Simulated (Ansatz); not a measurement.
**Two structures of W: comparison of enthalpies under pressure in Python**

The task here is to estimate one member of a computed series from the others.

All numbers are computed with the Python package of Ansatz 0.2.0. Level of theory: DFT PBE, plane waves, PAW.

## The system

W Pm-3m: It takes space group Pm-3m (No. 221, cubic). The conventional cell has a = 2.590 Å, b = 2.590 Å, c = 2.590 Å, α = 90.00°, β = 90.00°, γ = 90.00°. W (site symmetry m-3m) is surrounded by 6 W at 2.59 Å.

W Fd-3m: Symmetry: Fd-3m, No. 227, cubic system. Conventional cell: a = 5.480 Å, b = 5.480 Å, c = 5.480 Å, α = 90.00°, β = 90.00°, γ = 90.00°. W (site symmetry -43m) has 4 W at 2.37 Å as nearest neighbours.

The script holds or builds the structure itself.

Set-up of the first run:

File transition_w.py:

```python
'''Pressure at which two phases of W cross.'''

import ansatz
import numpy as np
from tabulate import tabulate


def sc(a_site, a):
    return (
        ansatz.Lattice.cubic(a)
        .space_group(221)
        .atom(a_site, (0, 0, 0))
    )


def diamond(A, a):
    return ansatz.Crystal.diamond(A, a=a)


def run_phase(name, crystal, pressure=0.0):
    calc = (
        crystal.calculation()
        .basis(450)
        .functional('pbe')
        .kpoints(spacing=0.14)
        .occupations('gaussian', width=0.1)
    )
    calc = calc.relax(force_tolerance=0.01, max_steps=40, cell=True, pressure=pressure)
    return calc.run(threads=1)


def volume_per_atom(outcome):
    return abs(np.linalg.det(outcome.lattice.cell_ang)) / len(outcome.lattice.sites)


def main() -> None:
    phases = {}
    phases['sc'] = sc('W', 2.59)
    phases['diamond'] = diamond('W', 5.48)

    # H = E + PV, with 1 eV per cubic angstrom equal to 160.2 GPa
    pressures = [0, 10, 20, 30]
    enthalpy, volume = {name: [] for name in phases}, {name: [] for name in phases}
    for p in pressures:
        for name, crystal in phases.items():
            o = run_phase(name, crystal, pressure=p)
            volume[name].append(volume_per_atom(o))
            enthalpy[name].append(o.report['energy_sigma0_ev'] / len(o.lattice.sites) + p * volume[name][-1] / 160.21766)
    gap = np.array(enthalpy['diamond']) - np.array(enthalpy['sc'])
    rows = [(p, va, vb, 1000 * d) for p, va, vb, d in zip(pressures, volume['sc'], volume['diamond'], gap)]
    print(tabulate(rows, headers=['P (GPa)', 'V sc (A^3/atom)', 'V diamond (A^3/atom)', 'H(diamond) - H(sc) (meV/atom)'], floatfmt='.4f', tablefmt='rst'))
    crossings = [p0 - g0 * (p1 - p0) / (g1 - g0) for p0, p1, g0, g1 in zip(pressures, pressures[1:], gap, gap[1:]) if g0 * g1 < 0]
    print('crossing near', [round(float(p), 1) for p in crossings], 'GPa') if crossings else print('no crossing in this range')


if __name__ == '__main__':
    main()
```

Started as:

```sh
> python transition_w.py
```

Among the steps run: Running it.

One table of the session follows, with a row left open; its other results are not shown here.

Enthalpy H = E + pV of the second structure less the first:

```
pressure (GPa)  ΔH (meV/atom)
             0         1198.4
            10              ?
            20         1878.5
            30         2161.2
```

**Question.** Estimate the row for pressure (GPa) = 10.

Worked estimate for «ΔH (meV/atom)». A straight line through the neighbours (0, 1198.4) and (20, 1878.5) gives 1198.4 + (1878.5 − 1198.4) × (10 − 0) / (20 − 0) = 1538.5; a parabola fitted to 3 rows on both sides gives 1557.6.

**Answer.** ΔH (meV/atom): 1562.2. In «ΔH (meV/atom)» the line misses by -23.7 and the parabola by -4.6.

To keep in mind: Reading the output:
- No spin polarisation was allowed.
- At a fixed pressure a relaxation lowers the enthalpy F + PV, while F alone can rise.
- Spin-orbit coupling, which matters for elements this heavy, is left out.
- Only these two structures are compared, at zero temperature and with their symmetry kept; either may be hypothetical, and another phase may be lower than both.
